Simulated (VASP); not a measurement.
A run of VASP 6.6.1:

INCAR

```
SYSTEM = Cu3I
ALGO     = Fast           ! electronic algorithm
EDIFF    = 1E-6           ! SCF threshold, eV
ENCUT    = 520            ! plane-wave cutoff, eV
GGA      = PE             ! functional
ISIF     = 2              ! what is computed and relaxed
ISMEAR   = -5             ! smearing method
LASPH    = .True.         ! aspherical terms in the spheres
LCHARG   = .True.         ! write CHGCAR
LELF     = .True.         ! ELF
LREAL    = .False.        ! projectors in reciprocal space
LVHAR    = .True.       
LWAVE    = .False.        ! write WAVECAR
NBANDS   = 28             ! bands
NELM     = 80             ! most SCF steps
PREC     = Accurate       ! precision mode
SIGMA    = 0.1            ! smearing width, eV
```

Contents of KPOINTS:

```
k-points
0
Gamma
  4 4 4
  0 0 0
```

Contents of POSCAR:

```
Cu3I
1.0
    4.1924030000      0.0000000000      0.0000000000
    0.0000000000      4.1924030000      0.0000000000
    0.0000000000      0.0000000000      4.1924030000
I Cu
1 3
Direct
    0.0000000000      0.0000000000      0.0000000000
    0.0000000000      0.5000000000      0.5000000000
    0.5000000000      0.0000000000      0.5000000000
    0.5000000000      0.5000000000      0.0000000000
```

Potentials or basis: VASP PAW PBE potentials, release 64 (I, Cu).

Launch:

```sh
$ cat potpaw_PBE.64/I/POTCAR potpaw_PBE.64/Cu/POTCAR > POTCAR
$ mpirun -np 1 vasp_std > vasp.out
```

Hardware: 1 thread of AMD EPYC 9R45 96-Core Processor (Zen 5), with other jobs on the host.

**Question.** Estimate the wall time of this run.

**Answer.** It took 14 s on 1 thread of AMD EPYC 9R45 96-Core Processor (Zen 5) (shared host), peak memory 0.15 GiB. Counts: scf iterations 16, k points 10.
